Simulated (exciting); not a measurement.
A run of exciting (release sodium):

input.xml

```xml
<input>
  <title>Bi</title>
  <structure speciespath="./" tshift="false">
    <crystal scale="1">
      <basevect>-3.744361040074 3.744361040074 3.744361040074</basevect>
      <basevect>3.744361040074 -3.744361040074 3.744361040074</basevect>
      <basevect>3.744361040074 3.744361040074 -3.744361040074</basevect>
    </crystal>
    <species speciesfile="Bi.xml" rmt="2.3">
      <atom coord="0.000000000000 0.000000000000 0.000000000000"/>
    </species>
  </structure>
  <groundstate do="fromscratch" ngridk="9 9 9" rgkmax="9" gmaxvr="14" lmaxapw="10" lmaxmat="10" lmaxvr="8" xctype="GGA_PBE" stype="Fermi Dirac" swidth="0.00183747" nempty="8" ValenceRelativity="iora*" epsengy="1e-05" epspot="1e-05" maxscl="60" outputlevel="low"/>
  <properties>
    <bandstructure>
      <plot1d>
        <path steps="80">
          <point coord="0 0 0" label="G"/>
          <point coord="0.5 -0.5 0.5" label="H"/>
          <point coord="0 0 0.5" label="N"/>
          <point coord="0 0 0" label="G"/>
          <point coord="0.25 0.25 0.25" label="P"/>
          <point coord="0.5 -0.5 0.5" label="H" breakafter="true"/>
          <point coord="0.25 0.25 0.25" label="P"/>
          <point coord="0 0 0.5" label="N"/>
        </path>
      </plot1d>
    </bandstructure>
    <dos nwdos="300" winddos="-0.6 0.5" inttype="tetra" ngrdos="100" nsmdos="0"/>
    <chargedensityplot>
      <plot3d>
        <box grid="18 18 18">
          <origin coord="0 0 0"/>
          <point coord="1 0 0"/>
          <point coord="0 1 0"/>
          <point coord="0 0 1"/>
        </box>
      </plot3d>
    </chargedensityplot>
    <elfplot>
      <plot3d>
        <box grid="18 18 18">
          <origin coord="0 0 0"/>
          <point coord="1 0 0"/>
          <point coord="0 1 0"/>
          <point coord="0 0 1"/>
        </box>
      </plot3d>
    </elfplot>
    <exccplot>
      <plot3d>
        <box grid="18 18 18">
          <origin coord="0 0 0"/>
          <point coord="1 0 0"/>
          <point coord="0 1 0"/>
          <point coord="0 0 1"/>
        </box>
      </plot3d>
    </exccplot>
  </properties>
</input>
```

Potentials or basis: all-electron LAPW+lo, shipped species files, valence relativity iora*.

Launch:

```bash
$ OMP_NUM_THREADS=1 exciting_smp
```

Hardware: 1 thread of Arm Neoverse V2 (shared host).

How long does it take, and how much memory?

Wall time 42 s on 1 thread of Arm Neoverse V2 (shared host), peak memory 0.1 GiB. Counts: scf iterations 12.
